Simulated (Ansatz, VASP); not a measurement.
# HfB2: VASP beside Ansatz

```
Hf B
1.0
     3.09756    0.00000    0.00000
    -1.54878    2.68257    0.00000
     0.00000    0.00000    3.43297
Hf B
1 2
Direct
  0.00000 0.00000 0.00000
  0.66667 0.33333 0.50000
  0.33333 0.66667 0.50000
```

Change from the starting cell: volume scaled by 0.96.

Alike in both runs: task single point; functional PBEsol; k mesh 10 × 10 × 8; occupations fermi-dirac, width 0.05 eV; no spin polarisation.

```csv
,VASP,Ansatz
version,VASP 6.6.1,Ansatz 0.2.0
potentials or method,"VASP PAW PBE potentials, release 64 (Hf_pv, B), cutoff 520 eV","all-electron LAPW, scalar-relativistic"
```

|  | VASP | Ansatz | Ansatz less VASP |
| --- | --- | --- | --- |
| gap on the k mesh at the Fermi level (eV) | none | none | - |
| pressure (GPa) | 6.5 | 6.6 | +0.04 |
| largest component of the traceless stress (GPa) | 1.25 | 1.45 | +0.199 |

A gap of «none» marks a metal or a gap that the smearing closes. Ansatz ran all-electron here, so the differences hold the error of VASP's frozen core and of both bases.

Caveats: the PAW data sets were made with another functional, which shifts forces and pressure a little (VASP). Spin-orbit coupling is left out, which matters for the levels of Hf.
